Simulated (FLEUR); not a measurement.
The system is C.

```
C
1.0
     0.00000    1.78337    1.78337
     1.78337    0.00000    1.78337
     1.78337    1.78337    0.00000
C
2
Cartesian
  2.6751 2.6751 2.6751
  1.7834 1.7834 1.7834
```

This isn't the form of C at room conditions, which is graphite.

Base run:

```yaml
Program: FLEUR MaX-R8.1 (later development tree)
Functional: PBEsol
Potentials_or_basis: all-electron
Basis: FLAPW
Kmax: 5.33 1/bohr
k_mesh: 13 × 13 × 13
Occupations: fermi-dirac, width 0.05 eV
Spin: no spin polarisation
```

Its results: band gap on the k mesh 4.01 eV, indirect (least direct gap 5.55 eV).

**Question.** After a change of settings the same cell gave: band gap on the k mesh 4.46 eV, indirect (least direct gap 5.74 eV). Which change was it?
A. functional from PBEsol to PW91
B. functional from PBEsol to PBE
C. functional from PBEsol to BLYP

**Answer.** C.

Not every run made on this cell is shown here.
